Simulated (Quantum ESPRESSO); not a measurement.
WC (Qusongite):

```
W C
1.0
     2.90650    0.00000    0.00000
    -1.45325    2.51710    0.00000
     0.00000    0.00000    2.83660
W C
1 1
Direct
  0.00000 0.00000 0.00000
  0.66667 0.33333 0.50000
```

Base run:

| Quantity | Value |
| --- | --- |
| Program | Quantum ESPRESSO 7.5 |
| Functional | PBEsol |
| Potentials or basis | SSSP 1.3 efficiency PBE |
| Cutoff | 748 eV |
| Density cutoff | 5987 eV |
| k mesh | 10 × 10 × 9 |
| Occupations | fermi-dirac, width 0.05 eV |
| Spin | no spin polarisation |
| Hubbard terms | W d U = 8 eV |

Its results: band gap on the k mesh none (metal or under the smearing width); pressure -0.2 GPa.

Question: The run is repeated on the same cell with these changes: potentials or basis from SSSP 1.3 efficiency PBE to GBRV 1.5 PBEsol; cutoff from 748 eV to 762 eV; density cutoff from 5987 eV to 6095 eV. What comes out?

Answer: Band gap on the k mesh none (metal or under the smearing width); pressure -0.6 GPa.

Caveats: U without spin polarisation on a metal has little footing; the U is typed as a test and isn't derived for this compound; the potentials were made for another functional, which shifts forces and pressure (some runs).

Not every run made on this cell is shown here.
